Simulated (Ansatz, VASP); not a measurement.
Hf in VASP and in Ansatz

```
CELL_PARAMETERS angstrom
4.85798 0.00000 0.00000
-2.42899 4.20713 0.00000
0.00000 0.00000 3.02788
ATOMIC_POSITIONS crystal
Hf 0.00000 0.00000 0.00000
Hf 0.33333 0.66667 0.50000
Hf 0.66667 0.33333 0.50000
```

Alike in both runs: functional LDA; k mesh 7 × 7 × 10; occupations fermi-dirac, width 0.1 eV; no spin polarisation.

Ansatz relaxed the structure, and its values are those at the end. VASP's run is a single point on that final structure, the one shown.

```csv
,VASP,Ansatz
version,VASP 6.6.1,Ansatz 0.2.0
potentials or method,"VASP PAW LDA potentials, release 64 (Hf_pv)","plane waves (420 eV) with PAW, scalar-relativistic"
plane-wave cutoff (eV),520,420
valence electrons in the cell,30,78
```

```csv
,VASP,Ansatz,Ansatz less VASP
pressure (GPa),0.1,0.0,-0.09
```

The two sets of potentials don't hold the same shells in valence. Ansatz warned: «pseudo_functional_mismatch».

The runs have no spin-orbit coupling, so splittings on Hf are missing.
